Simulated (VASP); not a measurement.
**A VASP 6.6.1 single-point calculation on GaAs**

INCAR

```
LREAL = .FALSE.
ISMEAR = -5
PREC = Accurate
GGA = PE
LASPH = .TRUE.
ISIF = 2
LCHARG = .FALSE.
NBANDS = 10
EDIFF = 1E-7
NSW = 0
IBRION = -1
SIGMA = 0.1
LWAVE = .FALSE.
NELM = 120
ENCUT = 520
```

KPOINTS

```
KPOINTS created by Atomic Simulation Environment
0
Gamma
12 12 12
0 0 0
```

POSCAR

```
Ga As
 1.0000000000000000
     0.0000000000000000    2.8897467974000000    2.7844347822000000
     2.8897467974000000    0.0000000000000000    2.7844347822000000
     2.8897467974000000    2.8897467974000000    0.0000000000000000
 Ga  As
   1   1
Cartesian
  0.0000000000000000  0.0000000000000000  0.0000000000000000
  1.4448733987000002  1.4448733987000002  1.3922173910999998
```

The recommended PBE PAW datasets give the neutral cell 18 valence electrons.

Command

```
mpirun -np 1 vasp_std
```

OSZICAR

```
N       E                     dE             d eps       ncg     rms          rms(c)
DAV:   1     0.781439936554E+02    0.78144E+02   -0.94857E+03  3268   0.245E+03
DAV:   2    -0.621919969961E+00   -0.78766E+02   -0.78004E+02  3334   0.336E+02
DAV:   3    -0.812588102785E+01   -0.75040E+01   -0.74371E+01  3796   0.855E+01
DAV:   4    -0.841000782113E+01   -0.28413E+00   -0.28349E+00  3906   0.149E+01
DAV:   5    -0.841817186607E+01   -0.81640E-02   -0.81602E-02  4300   0.218E+00    0.281E+00
DAV:   6    -0.828098465774E+01    0.13719E+00   -0.34631E-01  5072   0.123E+01    0.168E+00
DAV:   7    -0.826324054474E+01    0.17744E-01   -0.92049E-02  4104   0.266E+00    0.562E-01
DAV:   8    -0.826395928447E+01   -0.71874E-03   -0.11107E-02  3596   0.191E+00    0.929E-02
DAV:   9    -0.826433071081E+01   -0.37143E-03   -0.12703E-03  3702   0.649E-01    0.541E-02
DAV:  10    -0.826438760481E+01   -0.56894E-04   -0.79861E-05  4350   0.127E-01    0.299E-02
DAV:  11    -0.826444738535E+01   -0.59781E-04   -0.99930E-05  3418   0.818E-02    0.561E-03
DAV:  12    -0.826444801564E+01   -0.63029E-06   -0.93128E-07  4010   0.113E-02    0.246E-03
DAV:  13    -0.826444863003E+01   -0.61439E-06   -0.45672E-07  3494   0.572E-03    0.461E-04
DAV:  14    -0.826444861513E+01    0.14900E-07   -0.88942E-09  2080   0.113E-03
   1 F= -.82644486E+01 E0= -.82644486E+01  d E =0.000000E+00
```

Standard output (part)

```
POSCAR found type information on POSCAR GaAs
 POSCAR found :  2 types and       2 ions
 LDA part: xc-table for (Slater+PW92), standard interpolation
 POSCAR, INCAR and KPOINTS ok, starting setup
 WAVECAR not read
 entering main loop
```

From OUTCAR

```
k-points           NKPTS =    163   k-points in BZ     NKDIM =    163   number of bands    NBANDS=     10

   NELECT =      18.0000    total number of electrons

   dimension x,y,z NGX =    30 NGY =   30 NGZ =   30
   dimension x,y,z NGXF=    60 NGYF=   60 NGZF=   60

  energy-cutoff  :      520.00
  volume of cell :       46.50
      direct lattice vectors                 reciprocal lattice vectors
     0.000000000  2.889746797  2.784434782    -0.173025540  0.173025540  0.179569657
     2.889746797  0.000000000  2.784434782     0.173025540 -0.173025540  0.179569657
     2.889746797  2.889746797  0.000000000     0.173025540  0.173025540 -0.179569657

 k-points in reciprocal lattice and weights: KPOINTS created by Atomic Simulation Env
   0.00000000  0.00000000  0.00000000       0.001
   0.08333333 -0.00000000  0.00000000       0.005
   0.16666667 -0.00000000  0.00000000       0.005
   0.25000000 -0.00000000  0.00000000       0.005
   0.33333333 -0.00000000  0.00000000       0.005
   0.41666667  0.00000000  0.00000000       0.005
   0.50000000 -0.00000000  0.00000000       0.002
   0.08333333  0.08333333  0.00000000       0.001
   ...

 E-fermi :   3.8630

 k-point     1 :       0.0000    0.0000    0.0000
  band No.  band energies     occupation
      1     -11.0962      2.00000
      2     -11.0962      2.00000
      3     -11.0871      2.00000
      4     -11.0248      2.00000
      5     -11.0178      2.00000
      6      -8.8552      2.00000
      7       3.5980      2.00000
      8       3.5980      2.00000
      9       3.7938      2.00000
     10       3.9590      0.00000

 k-point     2 :       0.0833   -0.0000    0.0000
  band No.  band energies     occupation
      1     -11.1000      2.00000
      2     -11.0947      2.00000
      3     -11.0872      2.00000
      4     -11.0249      2.00000
      5     -11.0178      2.00000
      6      -8.7769      2.00000
      7       2.4067      2.00000
      8       3.4830      2.00000
      9       3.6296      2.00000
     10       4.8673      0.00000

 k-point     3 :       0.1667   -0.0000    0.0000
  band No.  band energies     occupation
      1     -11.1131      2.00000
      2     -11.0908      2.00000
      3     -11.0845      2.00000
      4     -11.0252      2.00000
      5     -11.0175      2.00000
      6      -8.5485      2.00000
      7       0.9583      2.00000
      8       3.2109      2.00000
      9       3.3900      2.00000
     10       5.1743      0.00000

 k-point     4 :       0.2500   -0.0000    0.0000
  band No.  band energies     occupation
      1     -11.1308      2.00000
      2     -11.0859      2.00000
      3     -11.0801      2.00000
      4     -11.0250      2.00000
      5     -11.0167      2.00000
      6      -8.1928      2.00000
      7      -0.4185      2.00000
      8       2.9053      2.00000
      9       3.1230      2.00000
     10       5.0109      0.00000

 k-point     5 :       0.3333   -0.0000    0.0000
  band No.  band energies     occupation
      1     -11.1475      2.00000
      2     -11.0817      2.00000
      3     -11.0762      2.00000
      4     -11.0242      2.00000
      5     -11.0151      2.00000
      6      -7.7593      2.00000
      7      -1.6122      2.00000
      8       2.6486      2.00000
      9       2.9002      2.00000
     10       4.7815      0.00000

 ...

  Total        0.2119853      0.2119853      0.7940249      0.0000000      0.0000000      0.0000000
  in kB        7.3034763      7.3034763     27.3563441      0.0000000      0.0000000      0.0000000
  external PRESSURE =      13.9877656 kB  Pullay stress =       0.0000000 kB

 POSITION                                       TOTAL-FORCE (eV/Angst)
 -----------------------------------------------------------------------------------
      0.00000      0.00000      0.00000         0.000000      0.000000      0.000000
      1.44487      1.44487      1.39222        -0.000000     -0.000000     -0.000000
 -----------------------------------------------------------------------------------
    total drift:                                0.000002      0.000002      0.000001

  FREE ENERGIE OF THE ION-ELECTRON SYSTEM (eV)
  ---------------------------------------------------
  free  energy   TOTEN  =        -8.2644486151 eV

  energy  without entropy=       -8.2644486151  energy(sigma->0) =       -8.26444862
```

It converged. Results: gap between bands v and c on the k mesh 0.17 eV; least direct gap on the k mesh 0.17 eV; pressure 1.4 GPa. Band v is the last that the valence electrons fill when counted band by band, and c is the next.

For comparison, a separate PBE run of the intended cell, on usual settings and not on those above, gives a gap of 0.16 eV on its mesh and a pressure of 1.4 GPa.

The run above took about 58 s on one core of a shared host (Intel Xeon Platinum 8488C) and held 0.25 GiB at most.
